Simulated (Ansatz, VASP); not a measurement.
# Al27N27F (start site: F_i (void)): VASP beside Ansatz

One calculation is typed for both programs; each brings its own data sets. How far apart do they land? Of the first pair: The cell is taken from a series of runs on this material, whose earlier steps may have relaxed, scaled, displaced or heated it; both programs get it as it stands.

Method: plane waves, with VASP 6.6.1 beside it; r2SCAN, in Ansatz 0.2.0.

**1. Starting point**

The cell holds 55 atoms: 27 Al, 27 N and 1 F. Its edges and angles: a = 9.269 Å, b = 9.269 Å, c = 9.269 Å, α = 60.0°, β = 60.0°, γ = 60.0°. It derives from AlN (AlN (F-43m)). Nearest the centre at fractional (0.167, 0.833, 0.833): F55 at 1.86 Å, N30 at 1.93 Å, N34 at 1.94 Å, N36 at 1.95 Å, N45 at 1.96 Å, Al16 at 2.14 Å, Al7 at 2.15 Å, Al18 at 2.16 Å. The cell carries charge −1.

As a file:

```cif
data_structure
_symmetry_space_group_name_H-M 'P 1'
_symmetry_Int_Tables_number 1
_cell_length_a 9.2690
_cell_length_b 9.2690
_cell_length_c 9.2690
_cell_angle_alpha 60.000
_cell_angle_beta 60.000
_cell_angle_gamma 60.000
_cell_volume 563.10
loop_
_atom_site_label
_atom_site_type_symbol
_atom_site_fract_x
_atom_site_fract_y
_atom_site_fract_z
_atom_site_occupancy
Al1 Al 0.99750 0.00609 0.99854 1
Al2 Al 0.99959 0.00455 0.33036 1
Al3 Al 0.99755 0.00615 0.66272 1
Al4 Al 0.99753 0.33691 0.99866 1
Al5 Al 0.99753 0.33691 0.33201 1
Al6 Al 0.99887 0.33828 0.66405 1
Al7 Al 0.00223 0.67037 0.99616 1
Al8 Al 0.99750 0.67272 0.33193 1
Al9 Al 0.99755 0.67285 0.66273 1
Al10 Al 0.33204 0.00487 0.99722 1
Al11 Al 0.33207 0.00487 0.33066 1
Al12 Al 0.33336 0.00609 0.66268 1
Al13 Al 0.33099 0.34158 0.99617 1
Al14 Al 0.33334 0.33686 0.33195 1
Al15 Al 0.33348 0.33691 0.66271 1
Al16 Al 0.33093 0.67032 0.99611 1
Al17 Al 0.33204 0.67142 0.33066 1
Al18 Al 0.33098 0.67037 0.66741 1
Al19 Al 0.66548 0.00487 0.99725 1
Al20 Al 0.66519 0.00456 0.33037 1
Al21 Al 0.66518 0.00455 0.66477 1
Al22 Al 0.66677 0.33686 0.99852 1
Al23 Al 0.66518 0.33894 0.33036 1
Al24 Al 0.66683 0.33691 0.66271 1
Al25 Al 0.66548 0.67142 0.99722 1
Al26 Al 0.66549 0.67145 0.33067 1
Al27 Al 0.66675 0.67272 0.66268 1
N28 N 0.08255 0.08836 0.08060 1
N29 N 0.08259 0.08832 0.41412 1
N30 N 0.08225 0.08871 0.74743 1
N31 N 0.07354 0.41292 0.08968 1
N32 N 0.08224 0.42161 0.41453 1
N33 N 0.08238 0.42173 0.74756 1
N34 N 0.07353 0.76376 0.08960 1
N35 N 0.08256 0.75479 0.41416 1
N36 N 0.07358 0.76381 0.73876 1
N37 N 0.41558 0.08856 0.08076 1
N38 N 0.41550 0.08835 0.41415 1
N39 N 0.41542 0.08836 0.74773 1
N40 N 0.42444 0.41287 0.08962 1
N41 N 0.41542 0.42193 0.41416 1
N42 N 0.42450 0.41292 0.73872 1
N43 N 0.41548 0.75487 0.08066 1
N44 N 0.41558 0.75497 0.41436 1
N45 N 0.42442 0.76376 0.73871 1
N46 N 0.74897 0.08835 0.08068 1
N47 N 0.74901 0.08838 0.41418 1
N48 N 0.74894 0.08832 0.74777 1
N49 N 0.74898 0.42193 0.08060 1
N50 N 0.74894 0.42198 0.41412 1
N51 N 0.74935 0.42161 0.74742 1
N52 N 0.74919 0.75497 0.08075 1
N53 N 0.74897 0.75487 0.41415 1
N54 N 0.74898 0.75479 0.74774 1
F55 F 0.24891 0.58821 0.91409 1
```

**2. VASP: single point, r2SCAN, pair 1**

A single point takes one fixed geometry, so differences don't come from the geometry; what else differs is listed under the comparison.

Lines of VASP's logs that name or quote its potential files are left out, and so is its time.

File INCAR:

```
SYSTEM = Al27N27F
PREC = Accurate
ENCUT = 580
EDIFF = 1E-06
NELM = 120
ISMEAR = -1
SIGMA = 0.01
LREAL = Auto
ALGO = Normal
METAGGA = R2SCAN
LASPH = .TRUE.
NELECT = 224
NBANDS = 152
LORBIT = 11
LWAVE = .FALSE.
LCHARG = .FALSE.
ISIF = 2
ISYM = 0
GGA_COMPAT = .FALSE.
EFERMI = MIDGAP
LMIXTAU = .TRUE.
KPAR = 4
```

File POSCAR:

```
Al27N27F
1.0
    0.0000000000      6.5541898631      6.5541898631
    6.5541898631      0.0000000000      6.5541898631
    6.5541898631      6.5541898631      0.0000000000
Al N F
27 27 1
Direct
    0.9975003854      0.0060914888      0.9985443676
    0.9995880742      0.0045463425      0.3303571639
    0.9975452372      0.0061491720      0.6627247128
    0.9975331072      0.3369099426      0.9986587276
    0.9975268038      0.3369100200      0.3320057650
    0.9988700851      0.3382785850      0.6640495607
    0.0022260349      0.6703728933      0.9961598095
    0.9974991605      0.6727159145      0.3319273278
    0.9975483538      0.6728540821      0.6627278294
    0.3320379615      0.0048684734      0.9972174371
    0.3320723591      0.0048749780      0.3306637293
    0.3333648920      0.0060914888      0.6626798610
    0.3309923386      0.3415818806      0.9961718142
    0.3333396102      0.3368617606      0.3319500155
    0.3334792519      0.3369099426      0.6627125828
    0.3309301550      0.6703227739      0.9961096306
    0.3320387956      0.6714175790      0.3306581744
    0.3309803339      0.6703728933      0.6674055105
    0.6654842538      0.0048749780      0.9972518347
    0.6651947972      0.0045611082      0.3303742728
    0.6651776883      0.0045463425      0.6647675498
    0.6667705399      0.3368617606      0.9985190858
    0.6651803674      0.3389441702      0.3303598430
    0.6668262894      0.3369100200      0.6627062794
    0.6654786988      0.6714175790      0.9972182712
    0.6654919991      0.6714470992      0.3306714747
    0.6667478522      0.6727159145      0.6626786361
    0.0825521615      0.0883559614      0.0805958754
    0.0825935542      0.0883193889      0.4141165728
    0.0822477798      0.0887064618      0.7474272554
    0.0735403787      0.4129198906      0.0896827976
    0.0822428571      0.4216115404      0.4145316638
    0.0823790279      0.4217347447      0.7475585035
    0.0735335736      0.7637556639      0.0896025690
    0.0825621635      0.7547921762      0.4141615642
    0.0735828111      0.7638144202      0.7387622867
    0.4155833081      0.0885589046      0.0807627837
    0.4154964897      0.0883525491      0.4141452965
    0.4154163998      0.0883559614      0.7477316371
    0.4244358876      0.4128671870      0.0896153632
    0.4154205131      0.4219292814      0.4141566757
    0.4245033220      0.4129198906      0.7387198543
    0.4154797033      0.7548745325      0.0806591789
    0.4155755049      0.7549722351      0.4143646466
    0.4244230934      0.7637556639      0.7387130492
    0.7489658208      0.0883525491      0.0806759654
    0.7490053198      0.0883778982      0.4141847954
    0.7489370972      0.0883193889      0.7477730299
    0.7489772000      0.4219292814      0.0805999887
    0.7489359630      0.4219765043      0.4141154386
    0.7493521882      0.4216115404      0.7474223326
    0.7491851710      0.7549722351      0.0807549805
    0.7489698280      0.7548724180      0.4141493036
    0.7489820886      0.7547921762      0.7477416392
    0.2489075450      0.5882110241      0.9140870206
```

File KPOINTS:

```
Points of the shifted mesh
8
Reciprocal
 0.2500000000  0.2500000000  0.2500000000 1
 0.2500000000  0.2500000000  0.7500000000 1
 0.2500000000  0.7500000000  0.2500000000 1
 0.2500000000  0.7500000000  0.7500000000 1
 0.7500000000  0.2500000000  0.2500000000 1
 0.7500000000  0.2500000000  0.7500000000 1
 0.7500000000  0.7500000000  0.2500000000 1
 0.7500000000  0.7500000000  0.7500000000 1
```

The projector-augmented-wave data sets are Al, N and F (PBE family, release 64).

On the command line:

```sh
$ mpirun -np 8 vasp_std
```

Numbers of over 12 decimals in the logs are rounded to 6 here.

What it wrote:

```text
[banner, memory and clock lines left out]
running    8 mpi-ranks, on    1 nodes
[...]
|                                                                             |
|           W    W    AA    RRRRR   N    N  II  N    N   GGGG   !!!           |
|           W    W   A  A   R    R  NN   N  II  NN   N  G    G  !!!           |
|           W    W  A    A  R    R  N N  N  II  N N  N  G       !!!           |
|           W WW W  AAAAAA  RRRRR   N  N N  II  N  N N  G  GGG   !            |
|           WW  WW  A    A  R   R   N   NN  II  N   NN  G    G                |
|           W    W  A    A  R    R  N    N  II  N    N   GGGG   !!!           |
|                                                                             |
|     For optimal performance we recommend to set                             |
|       NCORE = 2 up to number-of-cores-per-socket                            |
|     NCORE specifies how many cores store one orbital (NPAR=cpu/NCORE).      |
|     This setting can greatly improve the performance of VASP for DFT.       |
[...]
DAV:   5    -0.635621406061E+03   -0.28718E-01   -0.28699E-01  2968   0.147E+00BRMIX: very serious problems
 the old and the new charge density differ
 old charge density:   223.00000 new  224.00000
BRMIX: very serious problems
 the old and the new charge density differ
 old charge density:   223.00000 new  224.00000
BRMIX: very serious problems
 the old and the new charge density differ
 old charge density:   223.00000 new  224.00000
BRMIX: very serious problems
 the old and the new charge density differ
 old charge density:   223.00000 new  224.00000
    0.469E+01
DAV:   6    -0.531298145613E+03    0.10432E+03   -0.22743E+02  2824   0.332E+01    0.208E+01
DAV:   7    -0.510119471832E+03    0.21179E+02   -0.98474E+00  2656   0.984E+00    0.119E+01
DAV:   8    -0.533073713527E+03   -0.22954E+02   -0.20477E+01  2752   0.122E+01    0.753E+00
DAV:   9    -0.508931733470E+03    0.24142E+02   -0.11647E+01  2512   0.103E+01    0.107E+00
[...]
DAV:  23    -0.513861120387E+03   -0.15436E-05   -0.63884E-07  1568   0.302E-03    0.333E-03
DAV:  24    -0.513861122412E+03   -0.20246E-05   -0.11485E-06  1680   0.475E-03    0.186E-03
DAV:  25    -0.513861122712E+03   -0.30023E-06   -0.55066E-07  1408   0.201E-03
   1 F= -.51386112E+03 E0= -.51386112E+03  d E =0.000000E+00
```

From OUTCAR (step 2):

```text
  Total       20.6494075     20.6607840     20.6583378     -0.6727883     -0.6665484     -0.6635161
  in kB       58.7531461     58.7855153     58.7785552     -1.9142645     -1.8965102     -1.8878827
  external PRESSURE =      58.7724056 kB  Pullay stress =       0.0000000 kB

 POSITION                                       TOTAL-FORCE (eV/Angst)
 -----------------------------------------------------------------------------------
      6.58457     13.08246      6.57773         0.039711      0.029683      0.058275
      2.19502      8.71671      6.58129         0.038119      0.039814      0.044608
      4.38393     10.88172      6.57840         0.049677      0.034193      0.055416
      8.75357     13.08342      8.74619         0.029927      0.029934      0.046246
      4.38420      8.71401      8.74615         0.046426      0.050482      0.037415
      6.56945     10.89909      8.76393         0.030251      0.045530      0.038078
     10.92277      6.54361      4.40834         0.003361      0.048884      0.042097
      6.58462      8.71331     10.94691         0.036844      0.056561      0.031182
      8.75366     10.88177     10.94813         0.022142      0.045587      0.026760
      6.56786      8.71219      2.20815         0.041592      0.048360      0.036449
      2.19918      4.34370      2.20842         0.037102      0.040084      0.041963
      4.38325      6.52827      2.22486         0.058738      0.023783      0.036989
      8.76789      8.69849      4.40818         0.050187      0.002060      0.053110
      4.38352      4.36043      4.39263         0.055732      0.033597      0.029620
[...]
-----------------------------------------------------------------------------------
    total drift:                                0.049459     -0.010502      0.001078

  FREE ENERGIE OF THE ION-ELECTRON SYSTEM (eV)
  ---------------------------------------------------
  free  energy   TOTEN  =      -513.8611227122 eV

  energy  without entropy=     -513.8611227122  energy(sigma->0) =     -513.86112271

[... 1 further part left out ...]
```

The cell is charged against a uniform background.

The run ends at a pressure of 5.88 GPa, with forces up to 0.10 eV/Å.

**3. Ansatz: single point, r2SCAN, pair 1**

Ansatz runs on its PAW soft_1 files.

The same cell, functional, mesh and smearing now go to Ansatz.

File input.yaml:

```yaml
crystal:
  checkpoint: "../qm1.relax.run"
  host: checkpoint
total_charge: -1
basis:
  ecutwfc: 500
  xc_grid: 2
hamiltonian:
  xc: r2scan
  pseudopotentials: { kind: paw, azcp: { folder: soft_1 } }
kpoints:
  mp_grid: { grid: [2, 2, 2], shift: [0.5, 0.5, 0.5] }
scf:
  occupations: { method: fermi_dirac, width: 0.01 }
  max_iter: 80
output:
  forces: true
  eigenvalues: true
  charged_corrections:
    epsilon: 4.64
    static_epsilon: 8.51
    defect_position: [0.166667, 0.833333, 0.833333]
  eigenstates: { localisation: true }
  populations: true
  band_densities: [{ bands: [v1, v1] }, { bands: [c1, c1] }]
  write_density: true
  write_potential: true
  volumetric_format: npy
checkpoint:
  read: "../qm1.relax.run"
  write: "../qm1.point.run"
  compress: false
  write_wavefunctions: false
  write_every: 100000
```

On the command line:

```sh
$ ansatz run input.yaml --threads 4 --pin off --max-ram 7536MiB --backend cpu --events-out ev --progress --plain --runs-dir out
```

What it wrote:

```text
crystal.checkpoint: the structure is that of <dir>, a `relax` run, at its step 16: its result, under r2scan at a charge of -1 e; 55 atoms read, 0 with a starting moment; crystal.structure_sha256 for this input is
Engine: ansatz 0.2.0, aarch64-unknown-linux-gnu
Pseudopotentials: kind: paw
Pseudopotential: Al, paw, valence charge 3, recommended cutoff 500 eV (meta_gga), soft_1/Al.paw.azcp
Pseudopotential: N, paw, valence charge 5, recommended cutoff 500 eV (meta_gga), soft_1/N.paw.azcp
Pseudopotential: F, paw, valence charge 7, recommended cutoff 500 eV (meta_gga), soft_1/F.paw.azcp
Functional definition: r2SCAN
  parameter k0 = 0.174
  parameter k1 = 0.065
  parameter a1 = 4.9479
  exchange = r2scan_x(k0 = k0, k1 = k1, a1 = a1)
  correlation = r2scan_c
Crystal: 55 atoms, lattice volume = 563.102 Å³
Basis set: ecut = 500 eV, 14331 PW (Γ), exchange–correlation on 144×144×144 points (8 copies of the dense FFT grid, shifted against one another)
Bands: 167, of which v1, the nominal top of the filled ones, is band 112 counted from 1 (111 counted from 0)
Symmetry: 1 space group operations
Space group: P1 (ITA 1), of the structure as read, at distance tolerance 8.3e-5 Å
k-points: 4 of 8 (time reversal used)
Non-local potential: Al, projectors of the file, l = 0: 2, l = 1: 2, l = 2: 1
Non-local potential: N, projectors of the file, l = 0: 2, l = 1: 2, l = 2: 1
Non-local potential: F, projectors of the file, l = 0: 2, l = 1: 2, l = 2: 1
PAW form: soft (Blöchl's): semilocal exchange-correlation on the pseudo side does not see the compensation charge
PAW frozen core: Al, regenerated for the run's functional (the file was generated under x = pbe(κ = 0.804, μ = 0.219515), c = pbe(β = 0.066725))
PAW frozen core: N, regenerated for the run's functional (the file was generated under x = pbe(κ = 0.804, μ = 0.219515), c = pbe(β = 0.066725))
PAW frozen core: F, regenerated for the run's functional (the file was generated under x = pbe(κ = 0.804, μ = 0.219515), c = pbe(β = 0.066725))
PAW one-centre angular grid: Al, 302 points (default); XC on 160 Gauss nodes
PAW one-centre angular grid: N, 302 points (default); XC on 160 Gauss nodes
PAW one-centre angular grid: F, 302 points (default); XC on 160 Gauss nodes
Initial density: read from a saved state, or passed on in memory by an earlier SCF of this step, an earlier step, the calling program or the single point that the run made first
Initial wavefunctions: pseudopotential atomic-orbital guess — the wavefunctions supplied were not used: k-point sampling differs
Functional: x = r2scan, c = r2scan; τ floored in thin density (d = 2e-4 eV/Å³)
iter 1 solved again at ethr=2.73e-5 eV; its pass at ethr=3.10e-3 eV (dr2=6.12e-2 eV) is discarded
SCF iter   1: F=—  HF=-25866.552104 eV  |F-HF|=—  |Δ(HF+E_count)|=         —  Δρ=3.53e-3  dr2=6.36e-2  dr2_τ=5.70e-3  ethr=2.73e-5  ⟨swp⟩=10.2  Hψ=4766  notcnv=0  defer=2
preconditioner: auto → Resta (q_TF=auto, 2.340 Å⁻¹)  ε∞=3.6  [insulator: Δε(μ)=4.290 eV  Ē_g=14.337 eV  σ=0.010 eV  W_gap=1.00  n_scr=112 (ndim 8)  ℏωp=23.3 eV  f_vac=0.000  D(μ)=0.00/eV (n_scr^D=0)  ε∞_Penn≈3.6]
SCF iter   2: F=—  HF=-25866.538128 eV  |F-HF|=—  |Δ(HF+E_count)|=   1.40e-2  Δρ=1.38e-3  dr2=5.43e-3  dr2_τ=1.27e-3  ethr=2.73e-5  ⟨swp⟩=2.5  Hψ=1206  notcnv=0
SCF iter   3: F=—  HF=-25866.539276 eV  |F-HF|=—  |Δ(HF+E_count)|=   1.15e-3  Δρ=6.31e-4  dr2=1.25e-3  dr2_τ=5.71e-5  ethr=2.42e-6  ⟨swp⟩=2.0  Hψ=881  notcnv=0
SCF iter   4: F=—  HF=-25866.539597 eV  |F-HF|=—  |Δ(HF+E_count)|=   3.22e-4  Δρ=6.79e-5  dr2=2.10e-5  dr2_τ=1.19e-6  ethr=5.60e-7  ⟨swp⟩=2.0  Hψ=1081  notcnv=0
SCF iter   5: F=—  HF=-25866.539336 eV  |F-HF|=—  |Δ(HF+E_count)|=   2.61e-4  Δρ=2.27e-5  dr2=2.42e-6  dr2_τ=3.32e-7  ethr=9.39e-9  ⟨swp⟩=2.0  Hψ=1071  notcnv=0
SCF iter   6: F=—  HF=-25866.539336 eV  |F-HF|=—  |Δ(HF+E_count)|=   4.47e-7  Δρ=8.02e-6  dr2=2.65e-7  dr2_τ=3.32e-8  ethr=1.08e-9  ⟨swp⟩=2.0  Hψ=976  notcnv=0
SCF iter   7: F=-25866.539336 eV  HF=-25866.539336 eV  |F-HF|=1.31e-9  |Δ(HF+E_count)|=   4.83e-8  Δρ=9.57e-7  dr2=3.68e-9  dr2_τ=2.77e-10  ethr=4.46e-11  ⟨swp⟩=17.2  Hψ=4352  notcnv=0
SCF 1 converged in 7 iterations: F = -25866.539336 eV  dr2 = 3.68e-9
  greatest PAW one-centre occupation: 0.941 electrons in one spin orbital (limit 2), on the F atom at site 54 (counted from 0), in its partial waves of l = 0
SCF converged after 7 iterations
Free energy (F): -25866.539336 eV
Harris-Foulkes:  -25866.539336 eV  (|F-HF|=1.31e-9)
Internal energy: -25866.539336 eV  (E = F + TS)
E sigma→0 (E₀):  -25866.539336 eV
Fermi energy:    9.124903 eV
--- Per-component energies (eV) ---
  E_band       = 306.796917
  E_kinetic    = 4490.192837
  E_local      = -6480.989078  (includes V_loc(G=0)·N_el)
  E_nonlocal   = 1269.738129
  E_hartree    = 2453.975854
  E_xc         = -2689.763119
  E_vxc        = -3312.861484  (∫ρ·V_xc dr)
[...]
atom  51  Al     0.04209142     0.02781956     0.04012967
  atom  52  N     -0.04327091    -0.03739002    -0.04340494
  atom  53  Al     0.03277310     0.05593051     0.03735446
  atom  54  N     -0.03985551    -0.04464853    -0.03344781
  atom  55  F      0.00745955     0.00470457     0.00756059
  max |Σ_I F_I| component: 4.85e-2 eV/Å
--- Charged-cell corrections in eV (Makov–Payne, q = -1.000 e, ε = 4.640 of the electrons, 8.510 with the ions) ---
  F (periodic)     = -25866.539336  (uncorrected; the corrections below are reported, never added to it)
  E_corr1          = +0.542727  (monopole, q²α_M/2εL)
  F Makov-Payne    = n/a  (the rows are of the electrons' constant alone; ansatz place-levels tells what screens the charge)
  no potential alignment in this run, which stands beside a crystal: run the host's input off ansatz write-host-input, and read the two finished runs by ansatz place-levels (neither reads a slab, a wire or a sheet, whose cell leaves a vacuum)
--- Band table (eV) ---
  k-point 0: bands = [... 108 lower, 6.6367, 6.6370, 6.9635, 6.9638, 11.9938, 11.9940, 11.9941, 12.2579, ... 51 higher]
  k-point 1: bands = [... 108 lower, 6.6297, 6.7358, 6.8215, 6.8959, 11.2902, 12.2201, 12.3147, 12.8897, ... 51 higher]
  k-point 2: bands = [... 108 lower, 6.6299, 6.7357, 6.8215, 6.8959, 11.2902, 12.2202, 12.3146, 12.8898, ... 51 higher]
  k-point 3: bands = [... 108 lower, 6.6296, 6.7359, 6.8215, 6.8961, 11.2902, 12.2201, 12.3148, 12.8896, ... 51 higher]
--- Löwdin populations: 55 sites ---
  site symbol       q [e]
     0     Al      1.9013
     1      N      6.0605
     2     Al      1.8919
     3      N      6.0604
     4     Al      1.9016
     5      N      6.0527
     6     Al      1.9012
     7      N      6.0695
     8     Al      1.9015
     9      N      6.0528
    10     Al      1.9076
    11      N      6.0526
    12     Al      1.8653
    13      N      6.0698
    14     Al      1.9013
    15      N      6.0605
    16     Al      1.9012
    17      N      6.0696
    18     Al      1.8978
    19      N      6.0508
    20     Al      1.8978
    21      N      6.0606
    22     Al      1.9013
    23      N      6.0605
[...]
47      N      6.0529
    48     Al      1.8978
    49      N      6.0507
    50     Al      1.8978
    51      N      6.0606
    52     Al      1.9012
    53      N      6.0605
    54      F      7.4431
  spilling = 0.008078 (of n_electrons = 224.000000)
--- Band densities, each state counted as filled ---
  window                                       electrons  max residual (eV)  cut levels
  bands: [v1, v1]                               2.000000             2.0e-9           1
  bands: [c1, c1]                               2.000000             1.5e-4           1
```

The column dr2 measures how far the density is from self-consistency, as an energy; F and HF (Harris–Foulkes) agree once it is small.

**4. Comparison**

Known differences besides the potentials themselves: VASP keeps PBE cores, Ansatz makes them for the functional; the cutoff is 500 eV in Ansatz and 580 eV in VASP (PREC = Accurate, projectors in real space). Total energies have different zeros and are not compared.

Both answers:

| quantity | Ansatz | VASP | difference |
| --- | --- | --- | --- |
| gap on the k mesh (eV) | 4.326 | 4.322 | +0.004 |

Forces on 9 of the 55 atoms, those with the largest forces and the largest differences (eV/Å; atoms numbered as in POSCAR):

| atom | Ansatz x, y, z | VASP x, y, z |
| --- | --- | --- |
| Al3 | 0.049, 0.033, 0.049 | 0.050, 0.034, 0.055 |
| Al5 | 0.046, 0.046, 0.035 | 0.046, 0.050, 0.037 |
| Al13 | 0.044, 0.010, 0.044 | 0.050, 0.002, 0.053 |
| Al18 | 0.039, 0.046, 0.008 | 0.050, 0.059, -0.004 |
| Al24 | 0.036, 0.044, 0.044 | 0.031, 0.050, 0.052 |
| Al27 | 0.033, 0.056, 0.037 | 0.026, 0.059, 0.043 |
| N33 | -0.055, -0.059, -0.057 | -0.056, -0.060, -0.058 |
| N34 | -0.038, -0.026, -0.022 | -0.049, -0.025, -0.022 |
| N36 | -0.042, -0.047, -0.044 | -0.046, -0.038, -0.044 |

The forces differ by 3.9 meV/Å r.m.s., which is 9.9 % of the r.m.s. force of 0.040 eV/Å (both taken over all components). A gap on the mesh is an upper bound, since the band edges may lie between its points. The cell carries a charge of -1 e against a uniform background, so its pressure also hangs on how the neutralising background is counted, and in a defect's cell a gap may be the spacing between its levels.

(Part 1 of 2 ends here.)

[Lines on the potential files, build, host, timing and source positions are cut from VASP's logs without a mark.]

[Logs are printed without paths, hosts, clocks, repeated set-up lines and the standing remarks that a program may print on its own settings, such as how far it seeks lower states.]

[Hosts, paths, dates, database ids (printed as entryN), source tags and the programs' standing remarks are cut or masked in the printed files.]
